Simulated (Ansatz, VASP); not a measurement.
# AlCu (bare Al-Cu alloy nanowire along [110]): VASP beside Ansatz

One calculation is typed for both programs; each brings its own data sets. How far apart do they land? The cell is taken from a series of runs on this material, whose earlier steps may have relaxed, scaled, displaced or heated it; both programs get it as it stands.

Main program and level: Ansatz 0.2.0; plane waves, with VASP 6.6.1 beside it; single point at PBE.

## (1) The structure

The cell holds 38 atoms: 19 Cu and 19 Al. Its edges and angles: a = 17.100 Å, b = 20.455 Å, c = 5.287 Å, α = 90.0°, β = 90.0°, γ = 90.0°. It derives from Al (fcc). As first built, before any earlier steps moved the atoms (in the runner's words): hexagon section of size parameter 5.53 A cut from fcc Al (a = 4.05 A) along [110], 2 periods, 19 atoms Cu at random; minimised with a classical potential (cell length normal to the plane free) Then every atom was moved at random, 0.05 A r.m.s. a Cartesian component (hydrogen 0.6 of that). Vacuum lies along a and b. The structure's axis is c.

## (2) Ansatz: single point, PBE

Ansatz runs on its default PAW (the set named soft_2) files.

With cell and atoms fixed, the geometry can't cause a difference; cores, projectors, grids and the points listed under the comparison can.

input.yaml reads:

```yaml
crystal:
  lattice:
    - [17.1, 0.0, 0.0]
    - [0.0, 20.45513, 0.0]
    - [0.0, 0.0, 5.28677]
  atoms:
    - { symbol: Cu, position: [0.38289, 0.30557, 0.26527] }
    - { symbol: Cu, position: [0.38604, 0.30561, 0.79436] }
    - { symbol: Cu, position: [0.2865, 0.37686, 0.02793] }
    - { symbol: Al, position: [0.38931, 0.43758, 0.28549] }
    - { symbol: Cu, position: [0.28638, 0.37104, 0.53676] }
    - { symbol: Cu, position: [0.39059, 0.44133, 0.79564] }
    - { symbol: Al, position: [0.2676, 0.5048, 0.01542] }
    - { symbol: Al, position: [0.39502, 0.56758, 0.2824] }
    - { symbol: Al, position: [0.2728, 0.49795, 0.53199] }
    - { symbol: Cu, position: [0.39567, 0.56386, 0.79137] }
    - { symbol: Al, position: [0.27756, 0.631, 0.04197] }
    - { symbol: Cu, position: [0.38922, 0.69166, 0.31634] }
    - { symbol: Cu, position: [0.28579, 0.62624, 0.54977] }
    - { symbol: Cu, position: [0.39358, 0.68574, 0.80368] }
    - { symbol: Cu, position: [0.49353, 0.24343, 0.04408] }
    - { symbol: Cu, position: [0.61323, 0.30596, 0.2884] }
    - { symbol: Al, position: [0.49254, 0.23925, 0.53712] }
    - { symbol: Al, position: [0.61724, 0.29839, 0.79309] }
    - { symbol: Al, position: [0.49648, 0.37181, 0.02827] }
    - { symbol: Al, position: [0.61198, 0.44022, 0.298] }
    - { symbol: Al, position: [0.49206, 0.36972, 0.55132] }
    - { symbol: Al, position: [0.61698, 0.43469, 0.79886] }
    - { symbol: Cu, position: [0.49958, 0.49956, 0.03132] }
    - { symbol: Cu, position: [0.60717, 0.56254, 0.29369] }
    - { symbol: Cu, position: [0.50018, 0.49972, 0.54559] }
    - { symbol: Al, position: [0.60658, 0.56637, 0.80332] }
    - { symbol: Cu, position: [0.4959, 0.62705, 0.03632] }
    - { symbol: Cu, position: [0.61435, 0.6859, 0.31036] }
    - { symbol: Cu, position: [0.50433, 0.62894, 0.54151] }
    - { symbol: Al, position: [0.61449, 0.69802, 0.79603] }
    - { symbol: Al, position: [0.49487, 0.75487, 0.05398] }
    - { symbol: Al, position: [0.49416, 0.75938, 0.55665] }
    - { symbol: Al, position: [0.7308, 0.37127, 0.02787] }
    - { symbol: Al, position: [0.72566, 0.36799, 0.53546] }
    - { symbol: Al, position: [0.73496, 0.50906, 0.04164] }
    - { symbol: Cu, position: [0.73286, 0.49745, 0.52039] }
    - { symbol: Cu, position: [0.71781, 0.63328, 0.07319] }
    - { symbol: Al, position: [0.72814, 0.62806, 0.54723] }
kpoints:
  mp_grid: { grid: [1, 1, 1] }
hamiltonian:
  xc: pbe
scf:
  occupations: { method: fermi_dirac, width: 0.05 }
output:
  forces: true
  eigenvalues: true
  populations: true
```

The run is started by

```bash
$ ansatz run input.yaml --threads 4 --pin off --max-ram 8192MiB --backend cpu --events-out ev --progress --plain --runs-dir out
```

Numbers of over 12 decimals in the logs are rounded to 6 here.

Log:

```text
Engine: ansatz 0.2.0, aarch64-unknown-linux-gnu
Pseudopotentials: kind: paw
Pseudopotential: Cu, paw, valence charge 19, recommended cutoff 420 eV (normal), Cu.paw.azcp
Pseudopotential: Al, paw, valence charge 3, recommended cutoff 420 eV (normal), Al.paw.azcp
Functional definition: PBE
  parameter kappa = 0.804
  parameter beta = 0.066725
  exchange = pbe_x(kappa = kappa, mu = beta*pi^2/3)
  correlation = pbe_c(beta = beta)
Crystal: 38 atoms, lattice volume = 1849.221 Å³
Basis set: ecut = 420 eV, 36137 PW (Γ), exchange–correlation on 240×288×72 points (8 copies of the dense FFT grid, shifted against one another)
Bands: 251, of which v1, the nominal top of the filled ones, is band 209 counted from 1 (208 counted from 0)
Symmetry: 1 space group operations
Space group: P1 (ITA 1), of the structure as read, at distance tolerance 1.2e-4 Å
k-points: 1
Non-local potential: Cu, projectors of the file, l = 0: 3, l = 1: 2, l = 2: 3, l = 3: 1
Non-local potential: Al, projectors of the file, l = 0: 2, l = 1: 2, l = 2: 1
PAW form: soft (Blöchl's): semilocal exchange-correlation on the pseudo side does not see the compensation charge
PAW one-centre angular grid: Cu, 590 points (default); XC on 64 Gauss nodes
PAW one-centre angular grid: Al, 110 points (default); XC on 64 Gauss nodes
Initial density: superposition of atomic densities (neutral atoms: chi_scale 0, normalization atom), corrected by the library's trained network
Initial wavefunctions: pseudopotential atomic-orbital guess
Functional: x = pbe(κ = 0.804, μ = 0.219515), c = pbe(β = 0.066725)
SCF iter   1: F=—  HF=-136074.975797 eV  |F-HF|=—  |Δ(HF+E_count)|=         —  Δρ=6.11e-3  dr2=3.96e0  ethr=1.77e-3  ⟨swp⟩=8.0  Hψ=1142  notcnv=0  defer=10
preconditioner: auto → LDOS  [insulator: Δε(μ)=0.255 eV  Ē_g=5.832 eV  σ=0.050 eV  W_gap=0.57  n_scr=296 (ndim 8)  ℏωp=14.1 eV  f_vac=0.623  D(μ)=27.53/eV (n_scr^D=140)  ε∞_Penn≈6.8  β→1.0]
SCF iter   2: F=—  HF=-136074.693769 eV  |F-HF|=—  |Δ(HF+E_count)|=   2.82e-1  Δρ=7.57e-3  dr2=1.38e0  ethr=9.48e-4  ⟨swp⟩=3.0  Hψ=437  notcnv=0  defer=25
SCF iter   3: F=—  HF=-136074.636042 eV  |F-HF|=—  |Δ(HF+E_count)|=   5.77e-2  Δρ=7.79e-3  dr2=8.25e-1  ethr=3.31e-4  ⟨swp⟩=2.0  Hψ=438  notcnv=0  defer=25
SCF iter   4: F=—  HF=-136074.503176 eV  |F-HF|=—  |Δ(HF+E_count)|=   1.33e-1  Δρ=1.57e-3  dr2=2.04e-1  ethr=1.97e-4  ⟨swp⟩=2.0  Hψ=415  notcnv=0  defer=25
SCF iter   5: F=—  HF=-136074.494899 eV  |F-HF|=—  |Δ(HF+E_count)|=   8.28e-3  Δρ=1.04e-3  dr2=4.87e-2  ethr=4.88e-5  ⟨swp⟩=2.0  Hψ=351  notcnv=0  defer=25
SCF iter   6: F=—  HF=-136074.493656 eV  |F-HF|=—  |Δ(HF+E_count)|=   1.24e-3  Δρ=9.30e-4  dr2=2.46e-2  ethr=1.16e-5  ⟨swp⟩=2.0  Hψ=357  notcnv=0  defer=25
SCF iter   7: F=—  HF=-136074.492568 eV  |F-HF|=—  |Δ(HF+E_count)|=   1.09e-3  Δρ=2.98e-4  dr2=4.00e-3  ethr=5.88e-6  ⟨swp⟩=2.0  Hψ=276  notcnv=0  defer=25
SCF iter   8: F=—  HF=-136074.492718 eV  |F-HF|=—  |Δ(HF+E_count)|=   1.50e-4  Δρ=2.17e-4  dr2=1.20e-3  ethr=9.58e-7  ⟨swp⟩=2.0  Hψ=360  notcnv=0  defer=25
SCF iter   9: F=—  HF=-136074.492693 eV  |F-HF|=—  |Δ(HF+E_count)|=   2.44e-5  Δρ=7.46e-5  dr2=2.07e-4  ethr=2.87e-7  ⟨swp⟩=2.0  Hψ=342  notcnv=0  defer=25
SCF iter  10: F=—  HF=-136074.492709 eV  |F-HF|=—  |Δ(HF+E_count)|=   1.61e-5  Δρ=4.36e-5  dr2=5.23e-5  ethr=4.95e-8  ⟨swp⟩=2.0  Hψ=342  notcnv=0  defer=25
SCF iter  11: F=—  HF=-136074.493048 eV  |F-HF|=—  |Δ(HF+E_count)|=   3.39e-4  Δρ=3.15e-5  dr2=2.37e-5  ethr=1.25e-8  ⟨swp⟩=2.0  Hψ=357  notcnv=0  defer=25
SCF iter  12: F=—  HF=-136074.493056 eV  |F-HF|=—  |Δ(HF+E_count)|=   7.88e-6  Δρ=1.39e-5  dr2=4.50e-6  ethr=5.67e-9  ⟨swp⟩=2.0  Hψ=362  notcnv=0  defer=25
SCF iter  13: F=—  HF=-136074.493059 eV  |F-HF|=—  |Δ(HF+E_count)|=   3.39e-6  Δρ=7.27e-6  dr2=1.63e-6  ethr=1.08e-9  ⟨swp⟩=2.0  Hψ=357  notcnv=0  defer=25
SCF iter  14: F=—  HF=-136074.493060 eV  |F-HF|=—  |Δ(HF+E_count)|=   7.64e-7  Δρ=4.33e-6  dr2=6.67e-7  ethr=3.90e-10  ⟨swp⟩=2.0  Hψ=337  notcnv=0  defer=25
SCF iter  15: F=—  HF=-136074.493061 eV  |F-HF|=—  |Δ(HF+E_count)|=   3.27e-7  Δρ=3.86e-6  dr2=2.86e-7  ethr=1.60e-10  ⟨swp⟩=2.0  Hψ=340  notcnv=0  defer=25
SCF iter  16: F=-136074.493061 eV  HF=-136074.493061 eV  |F-HF|=4.51e-8  |Δ(HF+E_count)|=   1.11e-7  Δρ=1.44e-6  dr2=6.92e-8  ethr=2.39e-11  ⟨swp⟩=20.0  Hψ=1368  notcnv=0
SCF 1 converged in 16 iterations: F = -136074.493061 eV  dr2 = 6.92e-8
  greatest PAW one-centre occupation: 1.000 electrons in one spin orbital (limit 2), on the Cu atom at site 4 (counted from 0), in its partial waves of l = 0
SCF converged after 16 iterations
Free energy (F): -136074.493061 eV
Harris-Foulkes:  -136074.493061 eV  (|F-HF|=4.51e-8)
Internal energy: -136074.259276 eV  (E = F + TS)
E sigma→0 (E₀):  -136074.376168 eV
Entropy (-TS):   -0.233785 eV (-6.152 meV/atom)
Fermi energy:    0.104004 eV
--- Per-component energies (eV) ---
  E_band       = -13002.999986
  E_kinetic    = 6104.362221
  E_local      = -427074.485580  (includes V_loc(G=0)·N_el)
  E_nonlocal   = 7625.687463
  E_hartree    = 205872.405749
  E_xc         = -2428.296682
  E_vxc        = -2707.173717  (∫ρ·V_xc dr)
  E_paw        = -40496.572994  (= ΣΔE_a)
  E_vpaw       = -8696.177638  (= ΣTr[D̂ρ^β])
  E_aug_tail   = 0.005223  (compensation charges beyond the density's cutoff)
  E_ewald      = 114322.635326
  E_smearing   = -0.233785  (= −TS)
  E_closure    = -0.000000  (closes the sum)
  Σ components = -136074.493061   (vs F -136074.493061, Δ=0.00e0)
--- Forces (eV/Å), atoms counted from 1 ---
  atom   1  Cu     0.50469062     0.25210985     0.42113992
  atom   2  Cu     0.23532708     0.07561279    -0.30615398
  atom   3  Cu     0.31182974     0.50769054     0.12660811
  atom   4  Al    -0.49489594    -0.02517227    -0.03484321
  atom   5  Cu     0.43372534     0.25687620    -0.03270458
  atom   6  Cu    -0.40914082    -0.42955919    -0.27083768
  atom   7  Al     0.79227727    -0.57693597     0.53693100
  atom   8  Al    -0.43244549     0.31915178     0.44211465
  atom   9  Al     0.54902436     0.10387727    -0.47228032
  atom  10  Cu    -0.79964337     0.18157746    -0.20809633
  atom  11  Al     0.84096517     0.41950974    -0.00770847
  atom  12  Cu     0.08915589    -0.12825381    -0.36403218
  atom  13  Cu     0.93085104    -0.72025678     0.01258150
  atom  14  Cu    -0.11177139     0.25870097    -0.03548406
  atom  15  Cu     0.50695460     1.25139366    -0.16811441
  atom  16  Cu    -0.52831934     0.53678549     0.01411203
  atom  17  Al     0.14342274     0.58058889     0.04064217
  atom  18  Al    -0.82793016    -0.16298042     0.08370379
  atom  19  Al     0.10489557    -0.91251206     0.79597717
  atom  20  Al     0.27584431    -0.01076726     0.04877508
  atom  21  Al     0.41904540    -0.07329400    -0.74069907
  atom  22  Al    -0.27504451     0.63907215    -0.34534320
  atom  23  Cu     0.48637217    -0.28606400     0.42660629
  atom  24  Cu     0.63040775     0.04179702     0.04811303
[...]
atom  31  Al     0.21624230    -0.70162126     0.26186831
  atom  32  Al     0.18884462    -0.98431370    -0.26779211
  atom  33  Al    -0.49077770     0.05967479     0.67229942
  atom  34  Al    -0.29856040     0.27720883    -0.56650847
  atom  35  Al    -0.74851659    -0.13942607     0.04091298
  atom  36  Cu    -1.31391176     0.14631745     0.16312243
  atom  37  Cu    -0.81572309    -0.66306263    -0.45240432
  atom  38  Al    -0.82550944    -0.27880994    -0.05410571
  max |Σ_I F_I| component: 9.03e-5 eV/Å
--- Band table (eV) ---
  k-point 0: bands = [... 205 lower, -0.1083, -0.0074, 0.0455, 0.0628, 0.0777, 0.2893, 0.4625, 0.5812, ... 38 higher]
--- Löwdin populations: 38 sites ---
  site symbol       q [e]
     0     Cu     18.4898
     1     Cu     18.5060
     2     Cu     18.5324
     3     Al      3.6401
     4     Cu     18.5992
     5     Cu     18.6363
     6     Al      3.1418
     7     Al      3.6903
     8     Al      3.2372
     9     Cu     18.6754
    10     Al      3.4423
    11     Cu     18.3716
    12     Cu     18.6176
    13     Cu     18.4476
    14     Cu     18.6458
    15     Cu     18.4421
    16     Al      3.4023
    17     Al      3.1910
    18     Al      3.4023
    19     Al      3.2833
    20     Al      3.3241
    21     Al      3.0307
    22     Cu     18.3372
    23     Cu     18.5844
[...]
30     Al      3.3717
    31     Al      3.2475
    32     Al      3.0049
    33     Al      3.1164
    34     Al      3.2189
    35     Cu     18.5094
    36     Cu     18.5186
    37     Al      3.3458
  spilling = 0.007713 (of n_electrons = 418.000000)
```

In the SCF lines HF is the Harris–Foulkes energy and dr2 the Hartree energy of the density residual, in eV; the loop may stop once dr2 is under the threshold and the program's other checks hold. Hψ counts applications of the Hamiltonian.

## (3) VASP: single point, PBE

The same cell, functional, mesh and smearing now go to VASP, with its own data sets.

Lines of VASP's logs that name or quote its potential files are left out, and so is its time.

INCAR reads:

```
SYSTEM = AlCu
PREC = Accurate
ENCUT = 520
EDIFF = 1E-06
NELM = 120
ISMEAR = -1
SIGMA = 0.05
LREAL = Auto
ALGO = Normal
GGA = PE
NBANDS = 160
LASPH = .TRUE.
LORBIT = 11
LWAVE = .FALSE.
LCHARG = .FALSE.
ISIF = 2
GGA_COMPAT = .FALSE.
```

POSCAR reads:

```
AlCu
1.0
   17.1000000000      0.0000000000      0.0000000000
    0.0000000000     20.4551300000      0.0000000000
    0.0000000000      0.0000000000      5.2867700000
Cu Al
19 19
Direct
    0.3828900000      0.3055700000      0.2652700000
    0.3860400000      0.3056100000      0.7943600000
    0.2865000000      0.3768600000      0.0279300000
    0.2863800000      0.3710400000      0.5367600000
    0.3905900000      0.4413300000      0.7956400000
    0.3956700000      0.5638600000      0.7913700000
    0.3892200000      0.6916600000      0.3163400000
    0.2857900000      0.6262400000      0.5497700000
    0.3935800000      0.6857400000      0.8036800000
    0.4935300000      0.2434300000      0.0440800000
    0.6132300000      0.3059600000      0.2884000000
    0.4995800000      0.4995600000      0.0313200000
    0.6071700000      0.5625400000      0.2936900000
    0.5001800000      0.4997200000      0.5455900000
    0.4959000000      0.6270500000      0.0363200000
    0.6143500000      0.6859000000      0.3103600000
    0.5043300000      0.6289400000      0.5415100000
    0.7328600000      0.4974500000      0.5203900000
    0.7178100000      0.6332800000      0.0731900000
    0.3893100000      0.4375800000      0.2854900000
    0.2676000000      0.5048000000      0.0154200000
    0.3950200000      0.5675800000      0.2824000000
    0.2728000000      0.4979500000      0.5319900000
    0.2775600000      0.6310000000      0.0419700000
    0.4925400000      0.2392500000      0.5371200000
    0.6172400000      0.2983900000      0.7930900000
    0.4964800000      0.3718100000      0.0282700000
    0.6119800000      0.4402200000      0.2980000000
    0.4920600000      0.3697200000      0.5513200000
    0.6169800000      0.4346900000      0.7988600000
    0.6065800000      0.5663700000      0.8033200000
    0.6144900000      0.6980200000      0.7960300000
    0.4948700000      0.7548700000      0.0539800000
    0.4941600000      0.7593800000      0.5566500000
    0.7308000000      0.3712700000      0.0278700000
    0.7256600000      0.3679900000      0.5354600000
    0.7349600000      0.5090600000      0.0416400000
    0.7281400000      0.6280600000      0.5472300000
```

KPOINTS reads:

```
Automatic mesh
0
Gamma
1 1 1
0 0 0
```

The projector-augmented-wave data sets are Cu and Al (PBE family, release 64).

The run is started by

```bash
$ mpirun -np 4 vasp_gam
```

Log:

```text
[banner, memory and clock lines left out]
running    4 mpi-ranks, on    1 nodes
[...]
LDA part: xc-table for (Slater+PW92), standard interpolation
 POSCAR, INCAR and KPOINTS ok, starting setup
[...]
entering main loop
       N       E                     dE             d eps       ncg     rms          rms(c)
DAV:   1     0.239857533452E+04    0.23986E+04   -0.10799E+05   320   0.161E+03
DAV:   2     0.195316245460E+03   -0.22033E+04   -0.21204E+04   328   0.390E+02
DAV:   3    -0.129165393454E+03   -0.32448E+03   -0.29620E+03   376   0.197E+02
DAV:   4    -0.159926290210E+03   -0.30761E+02   -0.29661E+02   456   0.666E+01
[...]
DAV:  34    -0.125771095739E+03   -0.29519E-05   -0.31867E-07   216   0.359E-03    0.389E-04
DAV:  35    -0.125771096864E+03   -0.11245E-05   -0.17884E-07   208   0.300E-03    0.337E-04
DAV:  36    -0.125771097654E+03   -0.79040E-06   -0.14551E-07   200   0.215E-03
   1 F= -.12577110E+03 E0= -.12565549E+03  d E =-.231215E+00
```

From OUTCAR (step 3):

```text
  Total      -31.5484561    -21.2877685     37.2582965     -0.5766990     -0.5538149     -0.8798598
  in kB      -27.3337943    -18.4438656     32.2808384     -0.4996559     -0.4798290     -0.7623165
  external PRESSURE =      -4.4989405 kB  Pullay stress =       0.0000000 kB

 POSITION                                       TOTAL-FORCE (eV/Angst)
 -----------------------------------------------------------------------------------
      6.54742      6.25047      1.40242         0.490148      0.234140      0.417877
      6.60128      6.25129      4.19960         0.219321      0.059590     -0.304092
      4.89915      7.70872      0.14766         0.282277      0.496386      0.123308
      4.89710      7.58967      2.83773         0.406218      0.252943     -0.030835
      6.67909      9.02746      4.20637        -0.418203     -0.433308     -0.269286
      6.76596     11.53383      4.18379        -0.809470      0.183920     -0.211293
      6.65566     14.14800      1.67242         0.086276     -0.112643     -0.364712
      4.88701     12.80982      2.90651         0.896233     -0.708159      0.011513
      6.73022     14.02690      4.24887        -0.117966      0.275694     -0.035157
      8.43936      4.97939      0.23304         0.509199      1.214762     -0.167116
     10.48623      6.25845      1.52470        -0.520975      0.517686      0.013365
      8.54282     10.21856      0.16558         0.487335     -0.283101      0.423027
     10.38261     11.50683      1.55267         0.638072      0.045306      0.050669
      8.55308     10.22184      2.88441         0.364462     -0.371404     -0.302165
[...]
-----------------------------------------------------------------------------------
    total drift:                                0.003149     -0.003507     -0.001228

  FREE ENERGIE OF THE ION-ELECTRON SYSTEM (eV)
  ---------------------------------------------------
  free  energy   TOTEN  =      -125.7710976540 eV

  energy  without entropy=     -125.5398827841  energy(sigma->0) =     -125.65549022

[... 3 further parts left out ...]
[key lines of the parts left out:]
E-fermi :  -0.9977
```

## (4) Differences

Known differences besides the potentials themselves: the data sets hold 418 valence electrons in Ansatz (on its default PAW (the set named soft_2) files) and 266 in VASP; the cutoff is 420 eV in Ansatz and 520 eV in VASP (PREC = Accurate, projectors in real space). Total energies have different zeros and are not compared.

Forces on 7 of the 38 atoms, those with the largest forces and the largest differences (eV/Å; atoms numbered as in POSCAR):

```
atom          Ansatz x, y, z            VASP x, y, z
 Cu8    0.931, -0.720, 0.013    0.896, -0.708, 0.012
Cu10    0.507, 1.251, -0.168    0.509, 1.215, -0.167
Cu18    -1.314, 0.146, 0.163    -1.287, 0.152, 0.163
Cu19  -0.816, -0.663, -0.452  -0.784, -0.648, -0.448
Al21    0.792, -0.577, 0.537    0.786, -0.563, 0.543
Al27    0.105, -0.913, 0.796    0.124, -0.905, 0.804
Al34   0.189, -0.984, -0.268   0.205, -0.962, -0.264
```

The forces differ by 12 meV/Å r.m.s., which is 2.6 % of the r.m.s. force of 0.459 eV/Å (both taken over all components). With vacuum in the cell, a pressure given here is an average over mostly empty space and none of the material.

## (5) What came out

- r.m.s. force difference (single point, PBE): 2.6 % of the r.m.s. force

In words: The r.m.s. force difference is 2.6 % of the r.m.s. force (single point, PBE), within the 3 % picked in this series as the mark of a large difference. The data sets hold unlike numbers of valence electrons (418 in Ansatz and 266 in VASP), so part of the differences comes from the potentials. How closely two codes agree says nothing of how well the functional describes the real material.

[Lines on the potential files, build, host, timing and source positions are cut from VASP's logs without a mark.]

[Logs are printed without paths, hosts, clocks, repeated set-up lines and the standing remarks that a program may print on its own settings, such as how far it seeks lower states.]

[Hosts, paths, dates, database ids (printed as entryN), source tags and the programs' standing remarks are cut or masked in the printed files.]
